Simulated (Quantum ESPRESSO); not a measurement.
# Zr in Quantum ESPRESSO: further runs, part 2 of 4

Quantum ESPRESSO 7.5. The steps go on from the part before.

### Step 3. Work function, PBE

Input file pw.in:

```
&CONTROL
  calculation = 'scf'
  prefix = 'pwscf'
  outdir = './tmp'
  pseudo_dir = './pseudo'
  tprnfor = .true.
  disk_io = 'low'
/
&SYSTEM
  ibrav = 0
  celldm(1) = 8
  nat = 5
  ntyp = 1
  ecutwfc = 26
  ecutrho = 106
  nbnd = 40
  occupations = 'smearing'
  smearing = 'fd'
  degauss = 0.00367493
/
&ELECTRONS
  conv_thr = 5d-09
  electron_maxstep = 150
  mixing_beta = 0.3
  mixing_mode = 'local-TF'
/
ATOMIC_SPECIES
Zr    91.2240 Zr.upf
CELL_PARAMETERS alat
  0.7533042611825  -0.0000000000000   0.0000000000000
 -0.0000000000000   0.7533042611825   0.0000000000000
  0.0000000000000   0.0000000000000   5.6739026891889
ATOMIC_POSITIONS crystal
Zr     0.5000000000    0.5000000000    0.3122398002
Zr     0.0000000000    0.0000000000    0.4061199001
Zr     0.5000000000    0.5000000000    0.5000000000
Zr     0.0000000000    0.0000000000    0.5938800999
Zr     0.5000000000    0.5000000000    0.6877601998
K_POINTS automatic
8 8 1 0 0 0
```

Input file pp_density.in:

```
&INPUTPP
  prefix = 'pwscf'
  outdir = './tmp'
  filplot = 'density.dat'
  plot_num = 0
/
&PLOT
  nfile = 1
  filepp(1) = 'density.dat'
  iflag = 3
  output_format = 6
  fileout = 'density.cube'
/
```

Input file pp_potential.in:

```
&INPUTPP
  prefix = 'pwscf'
  outdir = './tmp'
  filplot = 'potential.dat'
  plot_num = 11
/
&PLOT
  nfile = 1
  filepp(1) = 'potential.dat'
  iflag = 3
  output_format = 6
  fileout = 'potential.cube'
/
```

Input file pp_elf.in:

```
&INPUTPP
  prefix = 'pwscf'
  outdir = './tmp'
  filplot = 'elf.dat'
  plot_num = 8
/
&PLOT
  nfile = 1
  filepp(1) = 'elf.dat'
  iflag = 3
  output_format = 6
  fileout = 'elf.cube'
/
```

Potentials or basis: PseudoDojo 0.4.1 SR PBE standard.

The run is started by

```bash
> OMP_NUM_THREADS=1 mpirun -n 2 pw.x -nk 2 -in pw.in > pw.out
> OMP_NUM_THREADS=1 mpirun -n 1 pp.x -in pp_density.in > pp_density.out
> OMP_NUM_THREADS=1 mpirun -n 1 pp.x -in pp_potential.in > pp_potential.out
> OMP_NUM_THREADS=1 mpirun -n 1 pp.x -in pp_elf.in > pp_elf.out
```

pw.out:

```text
This program is part of the open-source Quantum ESPRESSO suite
     for quantum simulation of materials; please cite
[... 6 lines left out ...]
     using ibrav=0 with symmetry is DISCOURAGED, use correct ibrav instead

     K-points division:     npool     =       2
     Subspace diagonalization in iterative solution of the eigenvalue problem:
     a serial algorithm will be used

     G-vector sticks info
     --------------------
     sticks:   dense  smooth     PW     G-vecs:    dense   smooth      PW
     Sum         301     293     97                30233    29447    5549

     Using Slab Decomposition

     bravais-lattice index     =            0
     lattice parameter (alat)  =       8.0000  a.u.
     unit-cell volume          =    1648.5142 (a.u.)^3
     number of atoms/cell      =            5
     number of atomic types    =            1
     number of electrons       =        60.00
     number of Kohn-Sham states=           40
     kinetic-energy cutoff     =      26.0000  Ry
     charge density cutoff     =     106.0000  Ry
     scf convergence threshold =      5.0E-09
     mixing beta               =       0.3000
     number of iterations used =            8  local-TF  mixing
     Exchange-correlation= PBE
                           (   1   4   3   4   0   0   0)

     celldm(1)=   8.000000  celldm(2)=   0.000000  celldm(3)=   0.000000
[... 66 lines left out ...]

     Self-consistent Calculation

     iteration #  1     ecut=    26.00 Ry     beta= 0.30
     Davidson diagonalization with overlap
     ethr =  1.00E-02,  avg # of iterations =  2.9

     negative rho (up, down):  6.169E-04 0.000E+00
[... 177 lines left out ...]
     iteration # 24     ecut=    26.00 Ry     beta= 0.30
     Davidson diagonalization with overlap
     ethr =  1.13E-11,  avg # of iterations =  3.9

     End of self-consistent calculation

          k = 0.0000 0.0000 0.0000 (  3629 PWs)   bands (ev):

   -43.7037 -43.6701 -43.3461 -43.2869 -43.1710 -22.4595 -22.4230 -22.1169
   -21.9332 -21.9332 -21.9292 -21.9292 -21.7768 -21.6783 -21.6783 -21.5528
   -21.5528 -21.4883 -21.4296 -21.4296  -0.1925   0.6322   1.5478   1.9454
     2.0785   2.7393   3.1827   3.8341   4.6856   4.8380   4.9135   5.4625
     5.9682   5.9682   6.4658   6.5224   6.5224   6.7554   7.3894   7.3894
[... 99 lines left out ...]
   -43.6314 -43.6230 -43.2342 -43.2125 -43.2119 -22.4528 -22.4486 -22.4059
   -22.3865 -22.2449 -22.2368 -22.2313 -22.1397 -22.0260 -21.9466 -21.8291
   -21.7952 -21.7329 -21.7202 -21.6962   2.2651   2.2790   2.8388   2.8571
     3.0579   3.0838   3.3330   3.5258   3.6786   4.2642   4.8141   5.7218
     5.7890   7.0549   7.0760   7.5059   7.5310   7.6242   7.8265   7.9280

          k =-0.6637-0.6637 0.0000 (  3708 PWs)   bands (ev):

   -43.6294 -43.6028 -43.2216 -43.2024 -43.2007 -22.4607 -22.4607 -22.4451
   -22.4451 -22.2205 -22.2205 -22.2196 -22.2086 -22.0013 -22.0013 -21.8117
   -21.8117 -21.7588 -21.7543 -21.7380   2.0544   2.0653   2.6809   2.7280
     2.8278   2.8278   3.1015   3.5414   3.5414   4.6089   4.6089   6.0362
     6.0362   7.0983   7.7055   7.9076   7.9076   8.0020   8.6335   8.6335

     the Fermi energy is     4.7972 ev

!    total energy              =    -504.49911455 Ry
     estimated scf accuracy    <          1.4E-09 Ry
     smearing contrib. (-TS)   =      -0.00562012 Ry
     internal energy E=F+TS    =    -504.49349442 Ry

     The total energy is F=E-TS. E is the sum of the following terms:
     one-electron contribution =   -2792.63316576 Ry
     hartree contribution      =    1399.73754558 Ry
     xc contribution           =     -99.67103509 Ry
     ewald contribution        =     988.07316085 Ry

     convergence has been achieved in  24 iterations

     Forces acting on atoms (cartesian axes, Ry/au):

     atom    1 type  1   force =     0.00000000    0.00000000    0.02014283
     atom    2 type  1   force =     0.00000000    0.00000000   -0.02839935
     atom    3 type  1   force =     0.00000000    0.00000000    0.00000000
     atom    4 type  1   force =     0.00000000    0.00000000    0.02839935
     atom    5 type  1   force =     0.00000000    0.00000000   -0.02014283

     Total force =     0.049239     Total SCF correction =     0.000114

=------------------------------------------------------------------------------=
   JOB DONE.
=------------------------------------------------------------------------------=
```

pp_density.out:

```text
This program is part of the open-source Quantum ESPRESSO suite
     for quantum simulation of materials; please cite
         "P. Giannozzi et al., J. Phys.:Condens. Matter 21 395502 (2009);
         "P. Giannozzi et al., J. Phys.:Condens. Matter 29 465901 (2017);
         "P. Giannozzi et al., J. Chem. Phys. 152 154105 (2020);
     in publications or presentations arising from this work. More details at

     IMPORTANT: XC functional enforced from input :
     Exchange-correlation= PBE
                           (   1   4   3   4   0   0   0)
     Any further DFT definition will be discarded
     Please, verify this is what you really want

     G-vector sticks info
     --------------------
     sticks:   dense  smooth     PW     G-vecs:    dense   smooth      PW
     Sum         301     293     97                30233    29447    5549

     Using Slab Decomposition

     Calling punch_plot, plot_num =   0
     Writing data to file  density.dat
     Reading data from file  density.dat

     Writing data to be plotted to file density.cube
     Plot Type: 3D                     Output format: Gaussian cube

=------------------------------------------------------------------------------=
   JOB DONE.
=------------------------------------------------------------------------------=
```

pp_potential.out:

```text
This program is part of the open-source Quantum ESPRESSO suite
     for quantum simulation of materials; please cite
         "P. Giannozzi et al., J. Phys.:Condens. Matter 21 395502 (2009);
         "P. Giannozzi et al., J. Phys.:Condens. Matter 29 465901 (2017);
         "P. Giannozzi et al., J. Chem. Phys. 152 154105 (2020);
     in publications or presentations arising from this work. More details at

     IMPORTANT: XC functional enforced from input :
     Exchange-correlation= PBE
                           (   1   4   3   4   0   0   0)
     Any further DFT definition will be discarded
     Please, verify this is what you really want

     G-vector sticks info
     --------------------
     sticks:   dense  smooth     PW     G-vecs:    dense   smooth      PW
     Sum         301     293     97                30233    29447    5549

     Using Slab Decomposition

     Calling punch_plot, plot_num =  11
     Writing data to file  potential.dat
     Reading data from file  potential.dat

     Writing data to be plotted to file potential.cube
     Plot Type: 3D                     Output format: Gaussian cube

=------------------------------------------------------------------------------=
   JOB DONE.
=------------------------------------------------------------------------------=
```

It took 34 s on 2 MPI ranks of Intel Xeon 6975P-C (Granite Rapids), shared host; peak memory 0.2 GiB.

These settings aren't checked as converged: the numbers below hold their error.

What came out:

```yaml
Free_energy: -6864.0601 eV
Largest_force: 0.730 eV/Å
Band_gap_on_the_k_mesh: none (metal or under the smearing width)
Work_function_of_the_upper_face: 3.86 eV
Work_function_of_the_lower_face: 3.86 eV
```

Caveat: the cutoff lies well under what these potentials need, so the values aren't converged.

### Step 4. Work function, PBE

Edit pw.in of step 3 so:

```diff
@@ -13,4 +13,3 @@
   ntyp = 1
-  ecutwfc = 26
-  ecutrho = 106
+  ecutwfc = 33
   nbnd = 40
```

pp_density.in is that of step 3.

pp_potential.in is that of step 3.

pp_elf.in is that of step 3.

Potentials or basis: PseudoDojo 0.4.1 SR PBE standard.

The run is started by

```bash
> OMP_NUM_THREADS=1 mpirun -n 2 pw.x -nk 2 -in pw.in > pw.out
> OMP_NUM_THREADS=1 mpirun -n 1 pp.x -in pp_density.in > pp_density.out
> OMP_NUM_THREADS=1 mpirun -n 1 pp.x -in pp_potential.in > pp_potential.out
> OMP_NUM_THREADS=1 mpirun -n 1 pp.x -in pp_elf.in > pp_elf.out
```

pw.out:

```text
This program is part of the open-source Quantum ESPRESSO suite
     for quantum simulation of materials; please cite
[... 6 lines left out ...]
     using ibrav=0 with symmetry is DISCOURAGED, use correct ibrav instead

     K-points division:     npool     =       2
     Subspace diagonalization in iterative solution of the eigenvalue problem:
     a serial algorithm will be used

     G-vector sticks info
     --------------------
     sticks:   dense  smooth     PW     G-vecs:    dense   smooth      PW
     Sum         377     377    121                42071    42071    7589

     Using Slab Decomposition

     bravais-lattice index     =            0
     lattice parameter (alat)  =       8.0000  a.u.
     unit-cell volume          =    1648.5142 (a.u.)^3
     number of atoms/cell      =            5
     number of atomic types    =            1
[... 373 lines left out ...]
     3.0468   3.0719   3.3214   3.5114   3.6673   4.2507   4.8044   5.7054
     5.7761   7.0260   7.0552   7.4825   7.5178   7.6157   7.8074   7.9178

          k =-0.6637-0.6637 0.0000 (  5160 PWs)   bands (ev):

   -44.0304 -44.0203 -43.6240 -43.6059 -43.6023 -22.3855 -22.3855 -22.3746
   -22.3746 -22.1685 -22.1599 -22.1482 -22.1482 -21.9461 -21.9461 -21.7624
   -21.7624 -21.7059 -21.7042 -21.6834   2.0442   2.0549   2.6677   2.7150
     2.8147   2.8147   3.0859   3.5274   3.5274   4.5988   4.5988   6.0367
     6.0367   7.0710   7.6823   7.9056   7.9056   7.9758   8.6159   8.6159

     the Fermi energy is     4.7810 ev

!    total energy              =    -505.48825094 Ry
     estimated scf accuracy    <          3.3E-09 Ry
     smearing contrib. (-TS)   =      -0.00564457 Ry
     internal energy E=F+TS    =    -505.48260637 Ry

     The total energy is F=E-TS. E is the sum of the following terms:
     one-electron contribution =   -2794.22847742 Ry
     hartree contribution      =    1400.49827069 Ry
     xc contribution           =     -99.82556049 Ry
     ewald contribution        =     988.07316084 Ry

     convergence has been achieved in  25 iterations

     Forces acting on atoms (cartesian axes, Ry/au):

     atom    1 type  1   force =     0.00000000    0.00000000    0.02274924
     atom    2 type  1   force =     0.00000000    0.00000000   -0.02898428
     atom    3 type  1   force =     0.00000000    0.00000000    0.00000000
     atom    4 type  1   force =     0.00000000    0.00000000    0.02898428
     atom    5 type  1   force =     0.00000000    0.00000000   -0.02274924

     Total force =     0.052108     Total SCF correction =     0.000243

=------------------------------------------------------------------------------=
   JOB DONE.
=------------------------------------------------------------------------------=
```

pp_density.out:

```text
This program is part of the open-source Quantum ESPRESSO suite
     for quantum simulation of materials; please cite
         "P. Giannozzi et al., J. Phys.:Condens. Matter 21 395502 (2009);
         "P. Giannozzi et al., J. Phys.:Condens. Matter 29 465901 (2017);
         "P. Giannozzi et al., J. Chem. Phys. 152 154105 (2020);
     in publications or presentations arising from this work. More details at

     IMPORTANT: XC functional enforced from input :
     Exchange-correlation= PBE
                           (   1   4   3   4   0   0   0)
     Any further DFT definition will be discarded
     Please, verify this is what you really want

     G-vector sticks info
     --------------------
     sticks:   dense  smooth     PW     G-vecs:    dense   smooth      PW
     Sum         377     377    121                42071    42071    7589

     Using Slab Decomposition

     Calling punch_plot, plot_num =   0
     Writing data to file  density.dat
     Reading data from file  density.dat

     Writing data to be plotted to file density.cube
     Plot Type: 3D                     Output format: Gaussian cube

=------------------------------------------------------------------------------=
   JOB DONE.
=------------------------------------------------------------------------------=
```

pp_potential.out:

```text
This program is part of the open-source Quantum ESPRESSO suite
     for quantum simulation of materials; please cite
         "P. Giannozzi et al., J. Phys.:Condens. Matter 21 395502 (2009);
         "P. Giannozzi et al., J. Phys.:Condens. Matter 29 465901 (2017);
         "P. Giannozzi et al., J. Chem. Phys. 152 154105 (2020);
     in publications or presentations arising from this work. More details at

     IMPORTANT: XC functional enforced from input :
     Exchange-correlation= PBE
                           (   1   4   3   4   0   0   0)
     Any further DFT definition will be discarded
     Please, verify this is what you really want

     G-vector sticks info
     --------------------
     sticks:   dense  smooth     PW     G-vecs:    dense   smooth      PW
     Sum         377     377    121                42071    42071    7589

     Using Slab Decomposition

     Calling punch_plot, plot_num =  11
     Writing data to file  potential.dat
     Reading data from file  potential.dat

     Writing data to be plotted to file potential.cube
     Plot Type: 3D                     Output format: Gaussian cube

=------------------------------------------------------------------------------=
   JOB DONE.
=------------------------------------------------------------------------------=
```

It took 48 s on 2 MPI ranks of Intel Xeon 6975P-C (Granite Rapids), shared host; peak memory 0.24 GiB.

The run converged, but some of its settings lie outside the range that counts as converged, so its numbers aren't taken as properties of the slab.

Results:

| Quantity | Value |
| --- | --- |
| Free energy | -6877.5180 eV |
| Largest force | 0.745 eV/Å |
| Band gap on the k mesh | none (metal or under the smearing width) |
| Work function of the upper face | 3.86 eV |
| Work function of the lower face | 3.86 eV |

Caveat: the cutoff lies well under what these potentials need, so the values aren't converged.

(Continued in part 3 of 4.)
